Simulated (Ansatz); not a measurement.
BaSnO$_{3}$:
Space group Pm-3m (No. 221); a = 4.176 Å, b = 4.176 Å, c = 4.176 Å, α = 90.00°, β = 90.00°, γ = 90.00°

```csv
atom,site,symmetry,x,y,z
Ba,1b,m-3m,0.5000,0.5000,0.5000
Sn,1a,m-3m,0.0000,0.0000,0.0000
O,3d,4/mm.m,0.0000,0.0000,0.5000
```

Relaxed with PBE. The program Ansatz at the PBE level (PAW) gives a gap of 0.48 eV.

Question: What gap does HSE06 give on the same cell (Ansatz, PAW)?

Answer: 2.08 eV, 1.60 eV more. The hybrid was solved on a coarser mesh and at special points; its gap is the smallest among all of these.

| k | v1 PBE | c1 PBE | v1 HSE06 | c1 HSE06 |
|---|---|---|---|---|
| Γ | -0.49 | 0.48 | -0.45 | 2.08 |
| R | 0.00 | 5.11 | ___ | ___ |
| M | -0.05 | 6.39 | ___ | ___ |
| X | -0.97 | 4.52 | ___ | ___ |

Question: Top valence (v1) and lowest conduction level (c1) in eV from each method's valence maximum (which need not be a listed point): supply the withheld HSE06 values.

Answer: 
- M, v1 HSE06: -0.05
- M, c1 HSE06: 8.37
- R, v1 HSE06: 0.00
- R, c1 HSE06: 6.76
- X, v1 HSE06: -1.05
- X, c1 HSE06: 6.35

Cost on shared cores: the PBE run (SCF on a 7×7×7 mesh, then bands and DOS) roughly 19 core-seconds, the HSE06 run (SCF on 4×4×4, then a few points) roughly 90 core-seconds; the tasks are unlike.

Symmetry was held in the PBE relaxation. At this level the phase is dynamically unstable (imaginary phonons). Spin–orbit coupling is left out wherever it is not named.

Potentials: the later of the program's two PAW sets.
